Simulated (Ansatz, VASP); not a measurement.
## MgO: VASP beside Ansatz

File INCAR:

```
ALGO = Normal
EDIFF = 1E-6
ENCUT = 520
GGA = PE
ISIF = 2
ISMEAR = 0
LASPH = True
LCHARG = False
LREAL = False
LWAVE = False
NBANDS = 36
NELM = 100
PREC = Accurate
SIGMA = 0.05
```

The input KPOINTS:

```
k-points
0
Gamma
  7 7 2
```

POSCAR

```
MgO
1.0
   -3.5213164963      0.0000000000      0.0000000000
   -1.7606582481     -3.0495495406      0.0000000000
    0.0000000000      0.0000000000     12.7181472718
Mg O
6 6
Direct
    0.6666666667      0.6666666667      0.2500000000
    0.6666666667      0.6666666667      0.5833333333
    0.6666666667      0.6666666667      0.9166666667
    0.3333333333      0.3333333333      0.0833333333
    0.3333333333      0.3333333333      0.4166666667
    0.3333333333      0.3333333333      0.7500000000
    0.6666666667      0.6666666667      0.0833333333
    0.6666666667      0.6666666667      0.4166666667
    0.6666666667      0.6666666667      0.7500000000
    0.3333333333      0.3333333333      0.2500000000
    0.3333333333      0.3333333333      0.5833333333
    0.3333333333      0.3333333333      0.9166666667
```

Input for Ansatz:

```yaml
crystal:
  lattice:
    - [-3.5213164963, 0.0, 0.0]
    - [-1.7606582481, -3.0495495406, 0.0]
    - [0.0, 0.0, 12.7181472718]
  atoms:
    - { symbol: Mg, position: [0.6666666667, 0.6666666667, 0.25] }
    - { symbol: Mg, position: [0.6666666667, 0.6666666667, 0.5833333333] }
    - { symbol: Mg, position: [0.6666666667, 0.6666666667, 0.9166666667] }
    - { symbol: Mg, position: [0.3333333333, 0.3333333333, 0.0833333333] }
    - { symbol: Mg, position: [0.3333333333, 0.3333333333, 0.4166666667] }
    - { symbol: Mg, position: [0.3333333333, 0.3333333333, 0.75] }
    - { symbol: O, position: [0.6666666667, 0.6666666667, 0.0833333333] }
    - { symbol: O, position: [0.6666666667, 0.6666666667, 0.4166666667] }
    - { symbol: O, position: [0.6666666667, 0.6666666667, 0.75] }
    - { symbol: O, position: [0.3333333333, 0.3333333333, 0.25] }
    - { symbol: O, position: [0.3333333333, 0.3333333333, 0.5833333333] }
    - { symbol: O, position: [0.3333333333, 0.3333333333, 0.9166666667] }
basis:
  ecutwfc: 520.0
kpoints:
  mp_grid: { grid: [7, 7, 2] }
hamiltonian:
  xc: pbe
  pseudopotentials: { kind: paw, azcp: { folder: soft_1 } }
scf:
  occupations: { method: gaussian, width: 0.05 }
output:
  forces: true
  stress: true
  eigenvalues: true
```

Alike in both runs: task single point; functional PBE; k mesh 7 × 7 × 2; occupations gaussian, width 0.05 eV; no spin polarisation.

```csv
,VASP,Ansatz
version,VASP 6.6.1,Ansatz 0.2.0
potentials or method,"VASP PAW PBE potentials, release 64 (Mg, O)","scalar-relativistic, plane waves, PAW"
plane-wave cutoff (eV),520,520
valence electrons in the cell,48,96
```

```tsv
	VASP	Ansatz	Ansatz less VASP
gap on the k mesh at the Fermi level (eV)	3.26	3.28	+0.020
least direct gap on the mesh (eV)	3.26	3.28	+0.020
pressure (GPa)	-0.5	0.0	+0.55
largest component of the traceless stress (GPa)	0.11	0.00	-0.104
```

The two sets of potentials don't hold the same shells in valence.
